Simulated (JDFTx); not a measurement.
# TaN (Pm-3m) in JDFTx: convergence with cutoff

Aim: find how far cutoff must go before the results for TaN settle, at RPBE. This setting moves, with any that are tied to it; all else stays.

Everything below comes from runs of JDFTx 1.7.0 (patched build). Logs are shortened: lines on timing, memory, paths and dates and some standing lists are left out, and cuts for length are marked. The log counts tension as positive stress, the text compression.

## 1. The crystal as given

Symmetry: Pm-3m, No. 221, cubic system. Conventional cell: a = 2.732 Å, b = 2.732 Å, c = 2.732 Å, α = 90.00°, β = 90.00°, γ = 90.00°. Ta (site symmetry m-3m) has 8 N at 2.37 Å as nearest neighbours. N (site symmetry m-3m) is surrounded by 8 Ta at 2.37 Å.

The cell comes from a database or a generator and needn't be the stable form of this composition.

## 2. With cutoff 462.594 eV

TaN.in reads:

```
lattice \
    5.1633132223     0.0000000000     0.0000000000 \
    0.0000000000     5.1633132223     0.0000000000 \
    0.0000000000     0.0000000000     5.1633132223
coords-type Lattice
ion Ta     0.0000000000     0.0000000000     0.0000000000 1
ion N      0.5000000000     0.5000000000     0.5000000000 1

ion-species pseudo/Ta.upf
ion-species pseudo/N.upf
elec-cutoff 17 136
elec-ex-corr gga-x-rpbe gga-c-pbe
kpoint-folding 10 10 10
elec-smearing Fermi 0.0018374661
elec-n-bands 15
electronic-SCF nIterations 100 energyDiffThreshold 1e-09
electronic-minimize nIterations 30 energyDiffThreshold 1e-7
converge-empty-states yes
forces-output-coords Cartesian

dump-name run.$VAR
dump End Ecomponents EigStats BandEigs Kpoints Forces Stress
```

Potentials or basis: PseudoDojo-SR-PBE-0.5-standard with smoothed tails.

Started as:

```bash
$ jdftx -c 1 -i TaN.in -o TaN.out
```

Wall time 9.1 s (1 thread of Arm Neoverse V2, shared host); peak memory 0.05 GiB.

What came out:

```
Free energy            : -1875.8252 eV
Pressure               : -55.0 GPa
Band gap on the k mesh : none (metal or under the smearing width)
Loewdin charges        : Ta +0.75; N -0.68 e
```

## 3. With cutoff 571.439 eV

TaN.in, as its differences from that of step 2:

```diff
@@ -10,3 +10,3 @@
 ion-species pseudo/N.upf
-elec-cutoff 17 136
+elec-cutoff 21 168
 elec-ex-corr gga-x-rpbe gga-c-pbe
```

Potentials or basis: PseudoDojo-SR-PBE-0.5-standard with smoothed tails.

Started as:

```bash
$ jdftx -c 1 -i TaN.in -o TaN.out
```

It took 18 s on 1 thread of Arm Neoverse V2, shared host; peak memory 0.06 GiB.

Results:

* Free energy: -1877.7559 eV
* Pressure: -21.0 GPa
* Band gap on the k mesh: none (metal or under the smearing width)
* Loewdin charges: Ta +0.77; N -0.70 e

## 4. With cutoff 680.285 eV

TaN.in, as its differences from that of step 3:

```diff
@@ -10,3 +10,3 @@
 ion-species pseudo/N.upf
-elec-cutoff 21 168
+elec-cutoff 25 200
 elec-ex-corr gga-x-rpbe gga-c-pbe
```

Started as:

```bash
$ jdftx -c 1 -i TaN.in -o TaN.out
```

Run time: 20 s. Hardware: 1 thread of Arm Neoverse V2, shared host; peak memory 0.07 GiB.

Results:

```
Free energy            : -1878.4957 eV
Pressure               : -2.5 GPa
Band gap on the k mesh : none (metal or under the smearing width)
Loewdin charges        : Ta +0.77; N -0.71 e
```

## 5. With cutoff 789.13 eV

TaN.in, as its differences from that of step 4:

```diff
@@ -10,3 +10,3 @@
 ion-species pseudo/N.upf
-elec-cutoff 25 200
+elec-cutoff 29 232
 elec-ex-corr gga-x-rpbe gga-c-pbe
```

Started as:

```bash
$ jdftx -c 1 -i TaN.in -o TaN.out
```

Run time: 30 s. Hardware: 1 thread of Arm Neoverse V2, shared host; peak memory 0.08 GiB.

Results:

| Item | Value |
| --- | --- |
| Free energy | -1878.7362 eV |
| Pressure | 5.5 GPa |
| Band gap on the k mesh | none (metal or under the smearing width) |
| Loewdin charges | Ta +0.77; N -0.71 e |

## 6. With cutoff 925.187 eV

TaN.in, as its differences from that of step 5:

```diff
@@ -10,3 +10,3 @@
 ion-species pseudo/N.upf
-elec-cutoff 29 232
+elec-cutoff 34 272
 elec-ex-corr gga-x-rpbe gga-c-pbe
```

Potentials or basis: PseudoDojo-SR-PBE-0.5-standard with smoothed tails.

Started as:

```bash
$ jdftx -c 1 -i TaN.in -o TaN.out
```

Run time: 33 s. Hardware: 1 thread of Arm Neoverse V2, shared host; peak memory 0.1 GiB.

What came out:

```yaml
Free_energy: -1878.8134 eV
Pressure: 9.2 GPa
Band_gap_on_the_k_mesh: none (metal or under the smearing width)
Loewdin_charges: Ta +0.77; N -0.71 e
```

## 7. With cutoff 1034.03 eV

TaN.in, as its differences from that of step 6:

```diff
@@ -10,3 +10,3 @@
 ion-species pseudo/N.upf
-elec-cutoff 34 272
+elec-cutoff 38 304
 elec-ex-corr gga-x-rpbe gga-c-pbe
```

Started as:

```bash
$ jdftx -c 1 -i TaN.in -o TaN.out
```

It took 36 s on 1 thread of Arm Neoverse V2, shared host; peak memory 0.11 GiB.

It converged, with:

```
Free energy            : -1878.8239 eV
Pressure               : 10.1 GPa
Band gap on the k mesh : none (metal or under the smearing width)
Loewdin charges        : Ta +0.77; N -0.71 e
```

## 8. With cutoff 1142.88 eV

TaN.in, as its differences from that of step 7:

```diff
@@ -10,3 +10,3 @@
 ion-species pseudo/N.upf
-elec-cutoff 38 304
+elec-cutoff 42 336
 elec-ex-corr gga-x-rpbe gga-c-pbe
```

Started as:

```bash
$ jdftx -c 1 -i TaN.in -o TaN.out
```

Wall time 37 s (1 thread of Arm Neoverse V2, shared host); peak memory 0.12 GiB.

Results (log left out):

* Free energy: -1878.8252 eV
* Pressure: 10.2 GPa
* Band gap on the k mesh: none (metal or under the smearing width)
* Loewdin charges: Ta +0.77; N -0.71 e

## 9. With cutoff 1306.15 eV

TaN.in, as its differences from that of step 8:

```diff
@@ -10,3 +10,3 @@
 ion-species pseudo/N.upf
-elec-cutoff 42 336
+elec-cutoff 48 384
 elec-ex-corr gga-x-rpbe gga-c-pbe
```

Potentials or basis: PseudoDojo-SR-PBE-0.5-standard with smoothed tails.

Started as:

```bash
$ jdftx -c 1 -i TaN.in -o TaN.out
```

It took 61 s on 1 thread of Arm Neoverse V2, shared host; peak memory 0.14 GiB.

It converged, with:

| Quantity | Value |
| --- | --- |
| Free energy | -1878.8256 eV |
| Pressure | 10.2 GPa |
| Band gap on the k mesh | none (metal or under the smearing width) |
| Loewdin charges | Ta +0.77; N -0.71 e |

## 10. With cutoff 1551.05 eV

TaN.in, as its differences from that of step 9:

```diff
@@ -10,3 +10,3 @@
 ion-species pseudo/N.upf
-elec-cutoff 48 384
+elec-cutoff 57 456
 elec-ex-corr gga-x-rpbe gga-c-pbe
```

Potentials or basis: PseudoDojo-SR-PBE-0.5-standard with smoothed tails.

Started as:

```bash
$ jdftx -c 1 -i TaN.in -o TaN.out
```

The log of the run:

```text
*************** JDFTx 1.7.0 (patched build) ***************

Input parsed successfully to the following command list (including defaults):
[... the input with its defaults ...]

---------- Setting up symmetries ----------

Found 48 point-group symmetries of the bravais lattice
Found 48 space-group symmetries with basis
Applied RMS atom displacement 0 bohrs to make symmetries exact.

---------- Initializing the Grid ----------
R =
[      5.16331            0            0  ]
[            0      5.16331            0  ]
[            0            0      5.16331  ]
unit cell volume = 137.653
G =
[    1.21689          0          0  ]
[          0    1.21689          0  ]
[          0          0    1.21689  ]
Minimum fftbox size, Smin = [  52  52  52  ]
Chosen fftbox size, S = [  54  54  54  ]

---------- Initializing tighter grid for wavefunction operations ----------
R =
[      5.16331            0            0  ]
[            0      5.16331            0  ]
[            0            0      5.16331  ]
unit cell volume = 137.653
G =
[    1.21689          0          0  ]
[          0    1.21689          0  ]
[          0          0    1.21689  ]
Minimum fftbox size, Smin = [  36  36  36  ]
Chosen fftbox size, S = [  36  36  36  ]

---------- Exchange Correlation functional ----------
Initialized LibXC exchange functional 'Hammer, Hansen, and Norskov'
Initialized LibXC correlation functional 'Perdew, Burke & Ernzerhof'

---------- Setting up pseudopotentials ----------
Width of ionic core gaussian charges (only for fluid interactions / plotting) set to 0

Reading pseudopotential file 'pseudo/Ta.upf':
  'Ta' pseudopotential, 'PBE' functional
  Generated using ONCVPSP code by D. R. Hamann
  13 valence electrons, 4 orbitals, 8 projectors, 1001 radial grid points, with lMax = 3
    5S    l: 0   occupation:  2.0   eigenvalue: -2.682802
    5P    l: 1   occupation:  6.0   eigenvalue: -1.447891
    5D    l: 2   occupation:  3.0   eigenvalue: -0.131962
    6S    l: 0   occupation:  2.0   eigenvalue: -0.200010
  Core radius for overlap checks: 2.22 bohrs.

Reading pseudopotential file 'pseudo/N.upf':
  'N' pseudopotential, 'PBE' functional
  Generated using ONCVPSP code by D. R. Hamann
  5 valence electrons, 2 orbitals, 4 projectors, 1001 radial grid points, with lMax = 1
    2S    l: 0   occupation:  2.0   eigenvalue: -0.682907
    2P    l: 1   occupation:  3.0   eigenvalue: -0.260548
  Core radius for overlap checks: 1.31 bohrs.

Initialized 2 species with 2 total atoms.

Folded 1 k-points by 10x10x10 to 1000 k-points.

---------- Setting up k-points, bands, fillings ----------
Reduced to 56 k-points under symmetry.
Computing the number of bands and number of electrons
Calculating initial fillings.
nElectrons:  18.000000   nBands: 15   nStates: 56

----- Setting up reduced wavefunction bases (one per k-point) -----
average nbasis = 2829.083 , ideal nbasis = 2829.383

---------- Setting up ewald sum ----------
Optimum gaussian width for ewald sums = 1.835130 bohr.
Real space sum over 1331 unit cells with max indices [  5  5  5  ]
Reciprocal space sum over 2197 terms with max indices [  6  6  6  ]

---------- Allocating electronic variables ----------
Initializing wave functions:  linear combination of atomic orbitals
Note: number of bands (15) exceeds available atomic orbitals (14)
Ta pseudo-atom occupations:   s ( 2 2 )  p ( 6 )  d ( 3 )
N pseudo-atom occupations:   s ( 2 )  p ( 3 )
	FillingsUpdate:  mu: +0.814888936  nElectrons: 18.000000
LCAOMinimize: Iter:   0  F: -68.8617442193499301  |grad|_K:  7.596e-03  alpha:  1.000e+00
	FillingsUpdate:  mu: +0.829721928  nElectrons: 18.000000
LCAOMinimize: Iter:   1  F: -68.9667731228009160  |grad|_K:  3.350e-03  alpha:  1.892e-01  linmin: -4.727e-01  cgtest:  9.201e-01
LCAOMinimize: Encountered beta<0, resetting CG.
[... 15 lines of inner loops ...]
	FillingsUpdate:  mu: +0.837064094  nElectrons: 18.000000
LCAOMinimize: Iter:   7  F: -68.9882375495933786  |grad|_K:  1.077e-08  alpha:  9.646e-01  linmin: -2.130e-03  cgtest:  4.435e-02
LCAOMinimize: Encountered beta<0, resetting CG.
LCAOMinimize: Converged (|Delta F|<1.000000e-06 for 2 iters).

-------- Electronic minimization -----------
Will mix electronic density at each iteration.
	FillingsUpdate:  mu: +0.837064094  nElectrons: 18.000000
	FillingsUpdate:  mu: +0.822827505  nElectrons: 18.000000
SCF: Cycle:  0   F: -69.039934839967557   dF: -5.170e-02   |Residual|: 9.661e-02   |deigs|: 7.192e-02
	FillingsUpdate:  mu: +0.817701292  nElectrons: 18.000000
SCF: Cycle:  1   F: -69.044748778099276   dF: -4.814e-03   |Residual|: 2.778e-02   |deigs|: 1.063e-02
	FillingsUpdate:  mu: +0.814824254  nElectrons: 18.000000
SCF: Cycle:  2   F: -69.045515559913497   dF: -7.668e-04   |Residual|: 1.552e-02   |deigs|: 6.203e-03
	FillingsUpdate:  mu: +0.812915964  nElectrons: 18.000000
SCF: Cycle:  3   F: -69.045585485305210   dF: -6.993e-05   |Residual|: 2.870e-03   |deigs|: 3.673e-03
	FillingsUpdate:  mu: +0.813088286  nElectrons: 18.000000
SCF: Cycle:  4   F: -69.045586610920807   dF: -1.126e-06   |Residual|: 6.812e-04   |deigs|: 1.113e-03
	FillingsUpdate:  mu: +0.813000495  nElectrons: 18.000000
SCF: Cycle:  5   F: -69.045586873851349   dF: -2.629e-07   |Residual|: 1.643e-04   |deigs|: 2.049e-04
	FillingsUpdate:  mu: +0.813004017  nElectrons: 18.000000
SCF: Cycle:  6   F: -69.045586888255471   dF: -1.440e-08   |Residual|: 5.121e-05   |deigs|: 4.427e-05
	FillingsUpdate:  mu: +0.813010491  nElectrons: 18.000000
SCF: Cycle:  7   F: -69.045586890277946   dF: -2.022e-09   |Residual|: 4.949e-06   |deigs|: 2.325e-05
	FillingsUpdate:  mu: +0.813010906  nElectrons: 18.000000
SCF: Cycle:  8   F: -69.045586890504893   dF: -2.269e-10   |Residual|: 6.452e-06   |deigs|: 1.216e-05
	FillingsUpdate:  mu: +0.813010305  nElectrons: 18.000000
SCF: Cycle:  9   F: -69.045586890595160   dF: -9.027e-11   |Residual|: 2.082e-06   |deigs|: 1.490e-05
SCF: Converged (|Delta E|<1.000000e-09 for 2 iters).

Setting wave functions to eigenvectors of Hamiltonian
Converging empty states (this may take a while): |deigs|: 7.295e-05

# Stress tensor in Cartesian coordinates [Eh/a0^3]:
[ -0.000347944            0            0  ]
[            0 -0.000347944            0  ]
[            0            0 -0.000347944  ]

# Ionic positions in lattice coordinates:
ion Ta   0.000000000000000   0.000000000000000   0.000000000000000 1
ion N   0.500000000000000   0.500000000000000   0.500000000000000 1

# Forces in Cartesian coordinates:
force Ta   0.000000000000000   0.000000000000000   0.000000000000000 1
force N   0.000000000000000  -0.000000000000000  -0.000000000000000 1

# Energy components:
   Eewald =      -63.3979926198680417
       EH =        6.8184669287731543
     Eloc =      -29.0576872829192681
      Enl =        3.6970792917302520
      Exc =      -17.9739007262129178
 Exc_core =        6.4872091560929963
       KE =       24.3812430174650245
-------------------------------------
     Etot =      -69.0455822349387915
       TS =        0.0000046556563695
-------------------------------------
        F =      -69.0455868905951604

IonicMinimize: Iter:   0  F: -69.045586890595160  |grad|_K:        nan
IonicMinimize: None of the convergence criteria satisfied after 0 iterations.

#--- Lowdin population analysis ---
# oxidation-state Ta +0.771
# oxidation-state N -0.711

Dumping 'run.eigStats' ...
	eMin: -1.734786 at state 0 ( [ +0.000000 +0.000000 +0.000000 ] spin 0 )
	HOMO: +0.804295 at state 11 ( [ +0.000000 +0.200000 +0.200000 ] spin 0 )
	mu  : +0.813010
	LUMO: +0.823005 at state 37 ( [ +0.200000 +0.200000 +0.300000 ] spin 0 )
	eMax: +1.463981 at state 0 ( [ +0.000000 +0.000000 +0.000000 ] spin 0 )
	HOMO-LUMO gap: +0.018710
	Optical gap  : +0.063444 at state 40 ( [ +0.200000 +0.300000 +0.300000 ] spin 0 )
Done!
[note: the HOMO, LUMO and gaps printed at the end count levels as full or empty at half filling, so they show a gap where a level is partly filled]
```

Wall time 68 s (1 thread of Arm Neoverse V2, shared host); peak memory 0.18 GiB.

Results:

* Free energy: -1878.8261 eV
* Pressure: 10.2 GPa
* Band gap on the k mesh: none (metal or under the smearing width)
* Loewdin charges: Ta +0.77; N -0.71 e

## 11. Summary

| cutoff | energy less the tightest run, at zero smearing (meV/atom) | pressure (GPa) | SCF cycles | CPU time (s) | peak memory (GiB) |
| --- | --- | --- | --- | --- | --- |
| 462.594 eV | 1500.47 | -55.00 | 10 | 9.1 | 0.05 |
| 571.439 eV | 535.12 | -20.96 | 10 | 18 | 0.06 |
| 680.285 eV | 165.22 | -2.55 | 10 | 20 | 0.07 |
| 789.13 eV | 44.98 | 5.47 | 10 | 30 | 0.08 |
| 925.187 eV | 6.34 | 9.22 | 10 | 33 | 0.1 |
| 1034.03 eV | 1.13 | 10.06 | 10 | 36 | 0.11 |
| 1142.88 eV | 0.44 | 10.23 | 10 | 37 | 0.12 |
| 1306.15 eV | 0.26 | 10.22 | 10 | 61 | 0.14 |
| 1551.05 eV | 0.00 | 10.24 | 10 | 68 | 0.18 |

Against the tightest run, the energy stays within 1 meV/atom from 1142.88 eV on; the pressure stays within 0.1 GPa from 1142.88 eV on. The tightest run that finished is the yardstick and may itself not be fully converged.

Caveats: the potentials were made for another functional, which shifts forces and pressure.
